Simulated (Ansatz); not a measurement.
A 2-atom cell of CaS started from a crystallographic database, relaxed with r2SCAN, was run in Ansatz 0.2.0 under altered settings. All numbers are computed, without spin polarisation but where a row says otherwise.

```xyz
2
Lattice="0.0000 2.8479 2.8479 2.8479 0.0000 2.8479 2.8479 2.8479 0.0000" Properties=species:S:1:pos:R:3 pbc="T T T"
Ca    0.0000    0.0000    0.0000
S     2.8479    2.8479    2.8479
```

The base run's other keys:
```yaml
kpoints:
  mp_grid: { grid: [4, 4, 4] }
hamiltonian:
  xc: hse06
scf:
  occupations: { method: fixed }
  n_extra_bands: 4
```

It takes 12 iterations with 893 plane waves at 420 eV and 8 k points, and leaves a mean stress of +0.16 GPa. The gap over this mesh is 3.411 eV. It ran on 4 threads of Arm Neoverse N1, with other jobs on the host.

Outcomes, with energy and stress as changes against the base:
```csv
setting,outcome,ΔF (meV/atom),Δ mean stress (GPa),gap on the mesh (eV),iterations,wall time
"PBE hybrid, exx coeff 0.3, omega 0.2078 1/Å",converged,–,-0.1,3.628,12,5.4 s
hamiltonian.xc: hiss,refused,–,–,–,–,0.76 s
"PBE hybrid, exx coeff 0.3, omega 0.1 1/Å",converged,–,-0.2,4.021,12,5.4 s
"PBE hybrid, exx coeff 0.75, omega 0.2078 1/Å",converged,–,-0.9,5.631,17,6.5 s
```
A dash marks a value that wasn't obtained or can't be compared. Stress is positive in compression. The base took 5.4 s.

- PBE hybrid, exx coeff 0.3, omega 0.2078 1/Å. That is 30 % exact exchange, screened with ω = 0.2078 1/Å, against HSE06's 25 % screened at 0.208 1/Å. The mean stress moves by -0.1 GPa and the gap on the mesh by +0.217 eV (to 3.628). Totals of different functionals aren't comparable.
- hamiltonian.xc: hiss. The input is refused before any iteration. Error: inconsistent input (scf.exx.singularity, hamiltonian.xc): left to auto with a screened hybrid — auto would keep the own limit of the kernel of several ranges that all end (none), and with it the interaction's periodic images, which move energies and levels by what the mesh and the cell leave; type `singularity […]
- PBE hybrid, exx coeff 0.3, omega 0.1 1/Å. That is 30 % exact exchange, screened with ω = 0.1 1/Å, against HSE06's 25 % screened at 0.208 1/Å. The mean stress moves by -0.2 GPa and the gap on the mesh by +0.610 eV (to 4.021). Totals of different functionals aren't comparable. The program warns that on this mesh the truncation of the exchange isn't bounded, so part of the change can be an error of the mesh.
- PBE hybrid, exx coeff 0.75, omega 0.2078 1/Å. That is 75 % exact exchange, screened with ω = 0.2078 1/Å, against HSE06's 25 % screened at 0.208 1/Å. The mean stress moves by -0.9 GPa and the gap on the mesh by +2.220 eV (to 5.631). Totals of different functionals aren't comparable.

The program warns that its thresholds are loose for a hybrid's stress.

The meshes of the hybrids are coarse, so their gaps aren't converged to the digits shown.
